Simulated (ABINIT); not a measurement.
Sb in ABINIT: the effect of functional

Crystal: Sb.

```xyz
1
Lattice="-1.5765 1.5765 2.7119 1.5765 -1.5765 2.7119 1.5765 1.5765 -2.7119" Properties=species:S:1:pos:R:3 pbc="T T T"
Sb    0.0000    0.0000    0.0000
```

This isn't the form of Sb at room conditions, which is rhombohedral.

Alike in all runs:

```yaml
Program: ABINIT 10.8.3 (patched build)
Task: single point
Potentials_or_basis: JTH PAW PBE v2.0
Cutoff: 517 eV
k_mesh: 12 × 12 × 12
Occupations: fermi-dirac, width 0.05 eV
Spin: no spin polarisation
```

```csv
functional,pressure (GPa)
LDA,-2.6
PBEsol,-1.5
RPBE,2.8
BLYP,7.2
AM05,-1.8
r2SCAN,1.1
SCAN,?
revPBE,2.5
PW91,1.8
WC,-1.1
```

Q: What does the run with functional SCAN give?

A: Pressure -0.6 GPa.

Caveats: the PAW data sets were made with another functional, which shifts forces and pressure a little.

Runs at the PBE level aren't shown here.
